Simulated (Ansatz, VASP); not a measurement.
# Sn3Se in VASP and in Ansatz

```
Sn Se
1.0
     0.00000    3.78227    3.78227
     3.78227    0.00000    3.78227
     3.78227    3.78227    0.00000
Sn Se
3 1
Direct
  0.25000 0.25000 0.25000
  0.75000 0.75000 0.75000
  0.50000 0.50000 0.50000
  0.00000 0.00000 0.00000
```

The cell comes from a database or a generator and needn't be the stable form of this composition.

Alike in both runs: task single point; functional r2SCAN; k mesh 6 × 6 × 6; occupations fermi-dirac, width 0.3 eV; no spin polarisation.

|  | VASP | Ansatz |
| --- | --- | --- |
| version | VASP 6.6.1 | Ansatz 0.2.0 |
| potentials or method | VASP PAW PBE potentials, release 64 (Sn_d, Se) | plane waves, norm-conserving potentials |
| plane-wave cutoff (eV) | 520 | 1230 |
| valence electrons in the cell | 48 | 58 |

```tsv
	VASP	Ansatz	Ansatz less VASP
gap on the k mesh at the Fermi level (eV)	none	none	-
pressure (GPa)	-2.3	-2.3	+0.01
```

A gap of «none» marks a metal or a gap that the smearing closes. The two sets of potentials don't hold the same shells in valence.

Caveats: the PAW data sets were made with another functional, which shifts forces and pressure a little (VASP).
